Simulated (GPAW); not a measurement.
# GaN (F-43m) in GPAW: single point with HSE06

Aim: the single point of GaN with HSE06.

All numbers are computed with GPAW 26.7.0; they aren't measurements. Logs are shortened: lines on timing, memory, paths and dates and some standing lists are left out, and cuts for length are marked. The log counts tension as positive stress, the text compression.

**The experiment to reproduce.**

From a printed reference work, textbook, for a bulk crystal of GaN at 0 K: band gap 3.299 eV (direct).

The results are compared with them further down.

## 1. The structure

Symmetry: F-43m, No. 216, cubic system. The conventional cell has a = 4.507 Å, b = 4.507 Å, c = 4.507 Å, α = 90.00°, β = 90.00°, γ = 90.00°. Ga (site symmetry -43m) is surrounded by 4 N at 1.95 Å. N (site symmetry -43m) has 4 Ga at 1.95 Å as nearest neighbours.

The cell is a database's computed one.

## 2. Single point, HSE06

run.py

```python
from ase import Atoms
from ase.dft.bandgap import bandgap
from ase.io import write
from ase.parallel import parprint
from gpaw import GPAW, PW

atoms = Atoms(['Ga', 'N'],
              cell=[[0.0, 2.2535006075, 2.2535006075],
                    [2.2535006075, 0.0, 2.2535006075],
                    [2.2535006075, 2.2535006075, 0.0]],
              scaled_positions=[[0.0, 0.0, 0.0],
                                [0.25, 0.25, 0.25]],
              pbc=True)

calc = GPAW(mode=PW(600),
            xc='HSE06',
            kpts={'size': (8, 8, 8), 'gamma': True},
            occupations={'name': 'fermi-dirac', 'width': 0.05},
            nbands=9,
            convergence={'density': 1e-05, 'energy': 1e-05},
            maxiter=60,
            txt='gpaw.txt')
atoms.calc = calc
energy = atoms.get_potential_energy()
forces = atoms.get_forces()
calc.write('gs.gpw')
write('result.traj', atoms)
parprint(f'Energy: {energy:.6f} eV')
parprint('Forces (eV/A):')
parprint(forces.round(4))
parprint('Fermi level:', round(calc.get_fermi_level(), 4), 'eV')
parprint(f'Gap: {bandgap(calc)[0]:.4f} eV, direct: {bandgap(calc, direct=True)[0]:.4f} eV')
```

Potentials or basis: GPAW PAW data sets (gpaw-data 1.2.1), pw.

Launch:

```console
OMP_NUM_THREADS=1 mpirun -n 8 gpaw python run.py
```

gpaw.txt:

```text
__  _  _
 | _ |_)|_||  |
 |__||  | ||/\| - 26.7.0

Input parameters:
  mode=PW(ecut=600.0),
  convergence={'density': 1e-05, 'energy': 1e-05},
  kpts=MonkhorstPack(size=(8, 8, 8), gamma=True),
  maxiter=60,
  nbands=9,
  occupations=Occupations(name='fermi-dirac', width=0.05),
  xc=XC(name='HSE06')

Diagonalizing LCAO Hamiltonian
Converting LCAO to pw mode

           N
       Ga

Atoms  # Å, Bohr magnetons
|   | symbol |        x |        y |        z |    initial magnetic moments |
|---|--------|----------|----------|----------|-----------------------------|
| 0 |     Ga | 0.000000 | 0.000000 | 0.000000 | ( 0.0000,  0.0000,  0.0000) |
| 1 |      N | 1.126750 | 1.126750 | 1.126750 | ( 0.0000,  0.0000,  0.0000) |

Unit cell  # Å
| periodic |        x |        y |        z |  lengths |    angles |
|----------|----------|----------|----------|----------|-----------|
|      yes | 0.000000 | 2.253501 | 2.253501 | 3.186931 | 60.000000 |
|      yes | 2.253501 | 0.000000 | 2.253501 | 3.186931 | 60.000000 |
|      yes | 2.253501 | 2.253501 | 0.000000 | 3.186931 | 60.000000 |

Number of symmetries: 24
Symmetry operations  # r_c * U_cc + t_c -> r_c
|    | kind |            matrix            |
|----|------|------------------------------|
|  0 |  E   |  1, 0, 0,  0, 1, 0,  0, 0, 1 |
|  1 |  σ   |  1, 0, 0,  0, 0, 1,  0, 1, 0 |
|  2 |  σ   |  1, 0,-1,  0, 1,-1,  0, 0,-1 |
|  3 |  C3  |  1, 0,-1,  0, 0,-1,  0, 1,-1 |
|  4 |  C3  |  1,-1, 0,  0,-1, 1,  0,-1, 0 |
|  5 |  σ   |  1,-1, 0,  0,-1, 0,  0,-1, 1 |
|  6 |  σ   |  0, 1, 0,  1, 0, 0,  0, 0, 1 |
|  7 |  C3  |  0, 1, 0,  0, 0, 1,  1, 0, 0 |
|  8 |  C2  |  0, 1,-1,  1, 0,-1,  0, 0,-1 |
|  9 |  S4  |  0, 1,-1,  0, 0,-1,  1, 0,-1 |
| 10 |  C3  |  0, 0, 1,  1, 0, 0,  0, 1, 0 |
| 11 |  σ   |  0, 0, 1,  0, 1, 0,  1, 0, 0 |
| 12 |  S4  |  0, 0,-1,  1, 0,-1,  0, 1,-1 |
| 13 |  C3  |  0, 0,-1,  0, 1,-1,  1, 0,-1 |
| 14 |  S4  |  0,-1, 1,  1,-1, 0,  0,-1, 0 |
| 15 |  C2  |  0,-1, 1,  0,-1, 0,  1,-1, 0 |
| 16 |  C3  |  0,-1, 0,  1,-1, 0,  0,-1, 1 |
| 17 |  S4  |  0,-1, 0,  0,-1, 1,  1,-1, 0 |
| 18 |  S4  | -1, 1, 0, -1, 0, 1, -1, 0, 0 |
| 19 |  C3  | -1, 1, 0, -1, 0, 0, -1, 0, 1 |
| 20 |  C3  | -1, 0, 1, -1, 1, 0, -1, 0, 0 |
| 21 |  S4  | -1, 0, 1, -1, 0, 0, -1, 1, 0 |
| 22 |  σ   | -1, 0, 0, -1, 1, 0, -1, 0, 1 |
| 23 |  C2  | -1, 0, 0, -1, 0, 1, -1, 1, 0 |

BZ-sampling:
  Number of BZ points: 512
  Number of IBZ points: 29

  Monkhorst-Pack size: [8, 8, 8]
  Monkhorst-Pack shift: [0.0625, 0.0625, 0.0625]

K-points  # in reciprocal-cell coordinates
|     |                                coordinates |     weight |
|-----|--------------------------------------------|------------|
|   0 | (  0.00000000,   0.00000000,   0.00000000) | 0.00195312 |
|   1 | (  0.12500000,   0.12500000,   0.00000000) | 0.01171875 |
|   2 | (  0.12500000,   0.12500000,   0.12500000) | 0.01562500 |
|   3 | (  0.25000000,   0.12500000,   0.12500000) | 0.02343750 |
|   4 | (  0.25000000,   0.25000000,   0.00000000) | 0.01171875 |
|   5 | (  0.25000000,   0.25000000,   0.12500000) | 0.04687500 |
|   6 | (  0.25000000,   0.25000000,   0.25000000) | 0.01562500 |
|   7 | (  0.37500000,   0.25000000,  -0.37500000) | 0.04687500 |
|   8 | (  0.37500000,   0.25000000,   0.12500000) | 0.04687500 |
|   9 | (  0.37500000,   0.25000000,   0.25000000) | 0.04687500 |
| ... |                                            |            |
|  28 | (  0.50000000,   0.50000000,   0.50000000) | 0.00781250 |

Plane wave coefficients: 778
Cutoff: 600.0 eV

Spin-components: 1 (collinear spins)
Bands:           9
Projectors:      10
Spin-degeneracy: 2
Datatype:        complex128

Parallelization:
  kpt:    8
  domain: 1
  band:   1

Density:
  Valence electrons: 8.0
  Components: 1
  Grid points: [20 20 20]
  Charge: 0.0  # |e|

Potential:
  Grid points: [20 20 20]

species:
  Ga:
    name:    Gallium
    Z:       31.0
    valence: 3
    core:    28
    charge:  0.0  # [|e|]
    compensation charges:
      type: gauss
      rc: 0.37  # [Å]
      lmax: 2
    cutoffs:
      filter: 2.06  # [Å]
      core: 4.17  # [Å]
    projectors
    | kind |    occ | energy [eV] | rcut [Å] |
    |------|--------|-------------|----------|
    |   4s |  2.000 |      -8.945 |    1.164 |
    |   4p |  1.000 |      -2.580 |    1.164 |
    |    s |        |      18.266 |    1.164 |
    |    p |        |      24.631 |    1.164 |
    |    d |        |       0.000 |    1.164 |

    Using partial waves for Ga as LCAO basis

  N:
    name:    Nitrogen
    Z:       7.0
    valence: 5
    core:    2
    charge:  0.0  # [|e|]
    compensation charges:
      type: gauss
      rc: 0.18  # [Å]
      lmax: 2
    cutoffs:
      filter: 1.11  # [Å]
      core: 0.96  # [Å]
    projectors
    | kind |    occ | energy [eV] | rcut [Å] |
    |------|--------|-------------|----------|
    |   2s |  2.000 |     -18.583 |    0.603 |
    |   2p |  3.000 |      -7.089 |    0.529 |
    |    s |        |       8.629 |    0.603 |
    |    p |        |      20.123 |    0.529 |
    |    d |        |       0.000 |    0.577 |

    Using partial waves for N as LCAO basis

Reference energy: -54366.393033  # eV

eigensolver:
  PPCG
  Converge bands: occupied
  niter=2

density mixing:
  MSR1-Mixer
  Pratt-step length: 0.05
  Maximum mixing coefficient: 0.75
  Old densities: 10
  SVD Regularization: 0.005
  Good broyden scale: 1.0
  Trust region scale: 1.0
  Backstep threshold: 4.0
  History deletion threshold: 6.0
  Fourier metric: weight=20.0, sigma=0.015

occupation numbers:
  Fermi-Dirac:
    width: 0.0500  # eV

poisson solver:
  ecut: 4800.0  # eV

xc functional:
  name: HYB_GGA_XC_HSE06 with 2 nearest neighbor stencil

convergence criteria:
- Maximum integral of absolute [dens]ity change: 1e-05 electrons / valence electron
- Maximum [total energy] change in last 3 cyles: 1e-05 eV / valence electron
- Maximum integral of absolute [eigenst]ate change: 4e-08 eV^2 / valence electron
maximum number of iterations: 60

IBZ(<points: 29, symmetries: 24>)
Occupied bands: 4
SCF iterations
|iter     | |      energy | eigst |  dens |
|---------|-|-------------|-------|-------|
|iter:   1| | -563.361515 | -0.30 |       |
|iter:   2| |  -26.640923 | -0.45 | -0.45 |
|iter:   3| |  -25.405904 | -0.78 | -0.56 |
|iter:   4| |  -25.229582 | -0.77 | -0.83 |
|iter:   5| |  -25.322424 | -2.53 | -1.37 |
|iter:   6| |  -25.287396 | -1.30 | -1.41 |
|iter:   7| |  -25.269032 | -3.03 | -1.48 |
|iter:   8| |  -25.268595 | -2.21 | -1.84 |
|iter:   9| |  -25.267238 | -4.60 | -1.95 |
|iter:  10| |  -25.264502 | -3.09 | -2.07 |
|iter:  11| |  -25.264995 | -4.55 | -3.20 |
|iter:  12| |  -25.264929 | -4.50 | -2.90 |
|iter:  13| |  -25.264935c| -6.56 | -3.19 |
|iter:  14| |  -25.264938c| -5.46 | -3.18 |
|iter:  15| |  -25.264940c| -6.22 | -3.97 |
|iter:  16| |  -25.264940c| -8.36c| -4.12 |
|iter:  17| |  -25.264945c| -6.74 | -4.29 |
|iter:  18| |  -25.264940c| -6.87 | -5.14c|
|iter:  19| |  -25.264940c| -9.29c| -5.27c|

Converged in 19 steps
Energy contributions relative to reference atoms: (reference = -54366.393033)

Energy contributions:
  Kinetic:          28.104938
  Coulomb:         -23.827895
  Zero:             -0.003390
  External:          0.000000
  Xc:              517.851321
  Entropy:          -0.000000
  Spinorbit:         0.000000
  Hybrid_Xc_Cc:      -525.996878
  Hybrid_Xc_Vc:        -4.230870
  Hybrid_Xc_Vv:       -17.162165
  ----------------------------
  Free energy:     -25.264940
  Extrapolated:    -25.264940

dipole moment: (-12.478094, -12.478094, -12.478094)  # |e|*Ang

Fermi level: 7.245
Eigenvalues  # (at kpt = [0.000, 0.000, 0.000])
| band index |      eig [eV] | occ [0-2] |
|------------|---------------|-----------|
|          0 |       -11.781 |     2.000 |
|          1 |         5.620 |     2.000 |
|          2 |         5.620 |     2.000 |
|          3 |         5.620 |     2.000 |
|          4 |         8.634 |     0.000 |
|          5 |        17.493 |     0.000 |
|          6 |        17.493 |     0.000 |
|          7 |        17.493 |     0.000 |
|          8 |        24.968 |     0.000 |

Gap: 3.014 eV
Transition (v -> c):
  (s=0, k=0, n=3, [0.00, 0.00, 0.00]) -> (s=0, k=0, n=4, [0.00, 0.00, 0.00])
No difference between direct/indirect transitions

Forces  # eV/Ang
|        x |       y |        z |
|----------|---------|----------|
| -0.00000 | 0.00000 | -0.00000 |  # Ga   0
|  0.00000 | 0.00000 |  0.00000 |  # N    1

# Writing to gs.gpw (mode='')
```

Wall time 30 min (8 MPI ranks of AMD EPYC 7B13 (Zen 3), shared host); peak memory 0.22 GiB.

What came out:

| Item | Value |
| --- | --- |
| Free energy | -25.2649 eV |
| Band gap on the k mesh | 3.01 eV, direct |

Caveat: the PAW data sets were made with another functional, which shifts forces and pressure a little.

## 3. How close it comes

Step 2. A measured gap of GaN is 3.299 eV (direct; 0 K; a printed reference work, textbook); the calculated 3.01 eV misses it by -0.29 eV. Spin-orbit coupling on Ga is left out. The value is that of HSE06, without temperature or zero-point motion. The cell is a database's relaxed one, not the measured one, which moves gaps too.
